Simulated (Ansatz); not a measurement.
# Pb (Im-3m) in Ansatz: notebook

The runs below take Pb through projected density of states, ladder of functionals, density of states, with exchange-only PBE, revPBE+D4, HSEsol, rPW86-PBE+rVV10.

All numbers are computed with Ansatz 0.2.0; they aren't measurements. Logs are shortened: lines on timing, memory, paths and dates and some standing lists are left out, and cuts for length are marked.

## (1) Starting point

Symmetry: Im-3m, No. 229, cubic system. The conventional cell has a = 3.959 Å, b = 3.959 Å, c = 3.959 Å, α = 90.00°, β = 90.00°, γ = 90.00°. Pb (site symmetry m-3m) has 8 Pb at 3.43 Å as nearest neighbours.

This isn't the form of Pb at room conditions, which is fcc.

## (2) Projected density of states, exchange-only PBE

Input file input.yaml:

```yaml
crystal:
  lattice:
    - [-1.9796595667, 1.9796595667, 1.9796595667]
    - [1.9796595667, -1.9796595667, 1.9796595667]
    - [1.9796595667, 1.9796595667, -1.9796595667]
  atoms:
    - { symbol: Pb, position_ang: [0.0, 0.0, 0.0] }
hamiltonian:
  xc: { exchange: pbe, correlation: none }
  pseudopotentials: { kind: paw, accuracy: stringent }
kpoints:
  mp_grid: { grid: [9, 9, 9] }
scf:
  occupations: { method: methfessel_paxton, width: 0.1 }
  n_extra_bands: 6
output:
  forces: true
  stress: true
  eigenvalues: true
  dos: { projected: true, de: 0.05, nscf_kmesh: { grid: [14, 14, 14] } }
```

Potentials or basis: SSSP precision PAW.

Command:

```
> ansatz run input.yaml --threads 1 --pin off --max-ram 2560MiB --backend cpu --events-out ev --progress --plain --runs-dir out
```

Output:

```text
Warning: The stringent table, which hamiltonian.pseudopotentials names, holds the potential of the library's standard table for Pb (one content_sha256, or a second file that the publisher made of the same generator input, which states another). The run takes no other species from the library, so that hamiltonian.pseudopotentials.accuracy: standard would change no potential of it. For Pb the stringent table recommends other cutoffs, which a deck that states both cutoffs itself does not take, and that is all that sets it apart from standard there. The deck needs no change, but a comparison with a run at hamiltonian.pseudopotentials.accuracy: standard does not test the potential of Pb. With hamiltonian.pseudopotentials.accuracy and source left out a run reads another potential of Pb, from this project's own files. To test it, run on another potential, such as that of hamiltonian.pseudopotentials: {kind: paw}
Warning: RAYON_NUM_THREADS=1 ignored (pool sized by the plan → 1); use --threads N
scf.n_extra_bands = 6 over 7 filled bands (N_el = 14.0): the run solves 13 bands
Engine: ansatz 0.2.0, aarch64-unknown-linux-gnu
Pseudopotentials: kind: paw
Pseudopotential: Pb, paw, valence charge 14, recommended cutoff 612.256191 eV (normal), Pb.paw.azcp
Functional definition: unnamed
  exchange = pbe_x
  correlation = 0
Crystal: 1 atoms, lattice volume = 31.034 Å³
Basis set: ecut = 612.256191 eV, 1055 PW (Γ), exchange–correlation on 90×90×90 points (8 copies of the dense FFT grid, shifted against one another)
Bands: 13, of which v1, the nominal top of the filled ones, is band 7 counted from 1 (6 counted from 0)
Symmetry: 48 space group operations
Space group: Im-3m (ITA 229), of the structure as read, at distance tolerance 3.1e-5 Å
k-points: 35 of 729
Non-local potential: Pb, projectors of the file, l = 0: 2, l = 1: 2, l = 2: 2
PAW form: compensated (Kresse and Joubert's): semilocal exchange-correlation on the pseudo side sees the compensation charge
PAW one-centre angular grid: Pb, 590 points (default); XC on 117 of its mesh's 1007 points in the sphere
Initial density: superposition of atomic densities (chi_scale 0.1, normalization cell)
Initial wavefunctions: pseudopotential atomic-orbital guess
Functional: x = pbe(κ = 0.804, μ = 0.2195149727645171), c = none
SCF iter   1: F=—  HF=-11706.526045 eV  |F-HF|=—  |Δ(HF+E_count)|=         —  Δρ=1.83e-2  dr2=8.37e-2  ethr=3.10e-3  ⟨swp⟩=7.1  Hψ=3550  notcnv=0  defer=6
preconditioner: auto → none  [insulator: Δε(μ)=0.187 eV  Ē_g=22.124 eV  σ=0.100 eV  W_gap=0.92  n_scr=12 (ndim 8)  ℏωp=24.9 eV  f_vac=0.000  D(μ)=0.30/eV (n_scr^D=0)  ε∞_Penn≈2.3]
SCF iter   2: F=—  HF=-11706.497295 eV  |F-HF|=—  |Δ(HF+E_count)|=   2.88e-2  S|Δr|=    0.00e0  Δρ=3.43e-3  dr2=1.88e-3  ethr=5.98e-4  ⟨swp⟩=2.6  Hψ=1018  notcnv=0  defer=38
SCF iter   3: F=—  HF=-11706.497917 eV  |F-HF|=—  |Δ(HF+E_count)|=   6.22e-4  S|Δr|=    0.00e0  Δρ=3.95e-3  dr2=1.29e-3  ethr=1.34e-5  ⟨swp⟩=3.0  Hψ=742  notcnv=0  defer=38
SCF iter   4: F=—  HF=-11706.498465 eV  |F-HF|=—  |Δ(HF+E_count)|=   5.47e-4  S|Δr|=    0.00e0  Δρ=5.59e-3  dr2=3.03e-3  ethr=9.19e-6  ⟨swp⟩=3.0  Hψ=711  notcnv=0  defer=38
SCF iter   5: F=—  HF=-11706.498022 eV  |F-HF|=—  |Δ(HF+E_count)|=   4.42e-4  S|Δr|=    0.00e0  Δρ=1.69e-3  dr2=2.80e-4  ethr=9.19e-6  ⟨swp⟩=3.0  Hψ=675  notcnv=0  defer=38
SCF iter   6: F=—  HF=-11706.497972 eV  |F-HF|=—  |Δ(HF+E_count)|=   4.97e-5  S|Δr|=    0.00e0  Δρ=5.72e-4  dr2=2.89e-5  ethr=2.00e-6  ⟨swp⟩=2.5  Hψ=650  notcnv=0  defer=38
SCF iter   7: F=—  HF=-11706.497970 eV  |F-HF|=—  |Δ(HF+E_count)|=   2.75e-6  S|Δr|=    0.00e0  Δρ=2.02e-4  dr2=4.31e-6  ethr=2.06e-7  ⟨swp⟩=1.2  Hψ=427  notcnv=0  defer=38
SCF iter   8: F=-11706.497969 eV  HF=-11706.497969 eV  |F-HF|=1.05e-8  |Δ(HF+E_count)|=   3.79e-7  S|Δr|=    0.00e0  Δρ=1.83e-5  dr2=3.44e-8  ethr=7.14e-10  ⟨swp⟩=11.3  Hψ=3255  notcnv=0
SCF 1 converged in 8 iterations: F = -11706.497969 eV  dr2 = 3.44e-8
NSCF: frozen V_eff on 104 k-points
SCF converged after 8 iterations
Stability not checked: this state was not tested for a lower state beside it, because cold or Methfessel-Paxton smearing, or corrected tetrahedra, fill the levels in a way that the test cannot read (fill_not_monotonic; see scf.lower_state_search)
Free energy (F): -11706.497969 eV
Harris-Foulkes:  -11706.497969 eV  (|F-HF|=1.05e-8)
Internal energy: -11706.499846 eV  (E = F + TS)
E sigma→0 (E₀):  -11706.498438 eV
Entropy (-TS):   0.001876 eV (1.876 meV/atom)
Fermi energy:    12.532164 eV
--- Per-component energies (eV) ---
  E_band       = -14.767594
  E_kinetic    = 416.430033
  E_local      = -992.368708  (includes V_loc(G=0)·N_el)
  E_nonlocal   = 179.378551
  E_hartree    = 362.373030
  E_xc         = -565.773516
  E_vxc        = -293.928885  (∫ρ·V_xc dr)
  E_paw        = -9809.457693  (= ΣΔE_a)
  E_vpaw       = -49.028885  (= ΣTr[D̂ρ^β])
  E_aug_tail   = 0.000009  (compensation charges beyond the density's cutoff)
  E_ewald      = -1297.081552
  E_smearing   = 0.001876  (= −TS)
  E_closure    = -0.000000  (closes the sum)
  Σ components = -11706.497969   (vs F -11706.497969, Δ=0.00e0)
--- Forces (eV/Å), atoms counted from 1 ---
  atom   1  Pb    -0.00000000    -0.00000000     0.00000000
  max |Σ_I F_I| component: 4.11e-31 eV/Å
--- Stress (GPa, compression-positive) ---
        9.607160      -0.000000      -0.000000
       -0.000000       9.607160       0.000000
       -0.000000      -0.000000       9.607160
  P = ⅓ Tr σ = 9.6072 GPa (96.072 kbar)
--- Band table (eV; the first three rows and the last of 35) ---
  k-point 0: bands = ["-4.5490", "-4.5490", "-4.5490", "-4.3208", "-4.3208", "0.8084", "19.6757", "19.6757", "19.6757", "24.1335", "24.1335", "24.1335", "24.2646"]
  k-point 1: bands = ["-4.5583", "-4.5375", "-4.5074", "-4.3310", "-4.3217", "1.0514", "17.6037", "18.9484", "19.3989", "22.6879", "23.3776", "23.9023", "25.4209"]
  k-point 2: bands = ["-4.5820", "-4.5194", "-4.4002", "-4.3493", "-4.3241", "1.7765", "14.2901", "17.6033", "18.7117", "21.3758", "22.4765", "24.1980", "26.1463"]
  k-point 34: bands = ["-4.5895", "-4.5809", "-4.2280", "-4.2280", "-4.2239", "6.7220", "11.9710", "12.2330", "12.2330", "17.4067", "18.0478", "29.4698", "31.2180"]
```

It took 3.8 s on 1 thread of Arm Neoverse V2, shared host; peak memory 0.34 GiB.

What came out:

```yaml
Free_energy: -11706.4980 eV
Pressure: 9.6 GPa
Band_gap_on_the_k_mesh: none (metal or under the smearing width)
Density_of_states_at_the_Fermi_level: 0.63 states/eV per cell
```

Levels at points of the mesh, in eV from the Fermi level:
| k point | band 3 | band 4 | band 5 | band 6 | band 7 | band 8 | band 9 | band 10 | band 11 | band 12 |
| --- | --- | --- | --- | --- | --- | --- | --- | --- | --- | --- |
| (0.00, 0.00, 0.00) | -17.08 | -16.85 | -16.85 | -11.72 | 7.14 | 7.14 | 7.14 | 11.60 | 11.60 | 11.60 |

States per cell in windows of 1 eV (zero at the Fermi level; states under -8 eV left out):
```
from (eV)  total  Pb 6p  Pb 6s
     -8.0   0.68   0.06   0.61
     -7.0   0.12   0.01   0.11
     -6.0   0.02   0.00   0.02
     -5.0   0.00   0.00   0.00
     -4.0   0.20   0.19   0.01
     -3.0   0.70   0.63   0.06
     -2.0   0.51   0.43   0.07
     -1.0   0.57   0.49   0.06
      0.0   0.62   0.55   0.05
      1.0   0.63   0.57   0.04
      2.0   0.67   0.61   0.03
      3.0   0.66   0.60   0.02
      4.0   0.94   0.86   0.02
      5.0   0.45   0.34   0.00
      6.0   0.29   0.12   0.00
      7.0   0.24   0.01   0.00
```

Caveat: the potentials were made for another functional, which shifts forces and pressure.

(Part 1 of 2 ends here.)
